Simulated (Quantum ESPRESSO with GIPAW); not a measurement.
# 15N shielding of AlN under strain

GIPAW runs (PBEsol, plane-wave PAW from pslibrary 1.0.0 recipes, cutoffs 55 and 340 Ry, one 9×9×9 mesh for all shielding runs; Quantum ESPRESSO with GIPAW, a patched development version; no spin-orbit coupling, no macroscopic shape term) on AlN, space group F-43m before straining. The cell below is strained along the z axis of the cell given, with the other two held, and the atoms were let relax in pw.x at each strain but kept their fractional coordinates.

```
Al N
1.0
     0.00000    2.18399    2.18399
     2.18399    0.00000    2.18399
     2.18399    2.18399    0.00000
Al N
1 1
Cartesian
  0.0000 0.0000 0.0000
  3.2760 3.2760 3.2760
```

The cell is a computed entry of the Materials Project; it need not be the form that is stable at ambient conditions.

The bonds are those of N (atom 2; bound to Al4). One row is withheld.

```
strain (%)  mean bond (Å)  σ_iso Al (ppm)  σ_iso N (ppm)  span N (ppm)
        -2         1.8789          430.10          99.61          10.6
      -1.5         1.8820          430.31          99.12           7.9
        -1         1.8851          430.53          98.61           5.3
         0         1.8914          430.95          97.51           0.0
      +0.5         1.8946               ?              ?             ?
        +1         1.8977          431.36          96.31           5.2
        +2         1.9041          431.77          94.98          10.4
```

**Task.** Fit σ_iso of N against strain, judge whether a straight line is enough, and predict the withheld row at +0.5 %.

1. With n = 6: Σx = -1.500, Σy = 586.14, Σx² = 12.2500, Σxy = -160.240.

2. Slope b = (nΣxy − ΣxΣy)/(nΣx² − (Σx)²) = -1.15 ppm per %, intercept a = (Σy − bΣx)/n = 97.40 ppm.

3. Residuals (run less line), in the order of the table: -0.10, -0.01, +0.05, +0.11, +0.06, -0.11 ppm. They bend in one sense; the largest is 2.4 % of the range of σ, so a quadratic term is needed: σ = 97.51 − 1.156 x − 0.054 x², with residuals of 0.01 ppm or less.

4. At +0.5 % (inside the fitted range) the line gives 96.82 ppm and the parabola 96.92 ppm.

5. The run gives:

```
strain (%)  mean bond (Å)  σ_iso Al (ppm)  σ_iso N (ppm)  span N (ppm)
      +0.5         1.8946          431.16          96.92           2.6
```

Prediction less run: the line misses by -0.10 ppm, the parabola hits it to the digits shown. By the parabola, a strain of +1 % changes σ of N by -1.21 ppm and one of −1 % by +1.10 ppm; the mean slope is -1.15 ppm per %, or 1.8 ppm for 0.01 Å of mean bond length. The shift moves the opposite way, scaled by the slope of a reference line. Over the table σ of Al goes from 430.10 to 431.77 ppm. Zero strain is the database's lattice, not this functional's rest cell, and neither cutoff nor mesh was tested for the slopes. The omitted shape term, common to all sites, changes with strain too. This build of gipaw.x prints that it is not audited and that its numbers are no references by themselves.

[Banner, clock, file and message-heading lines were taken out of the pw.x and gipaw.x logs.]

[Logs are printed without paths, hosts, clocks, repeated set-up lines and the standing remarks that a program may print on its own settings, such as how far it seeks lower states.]

[Hosts, paths, dates, database ids (printed as entryN), source tags and the programs' standing remarks are cut or masked in the printed files.]
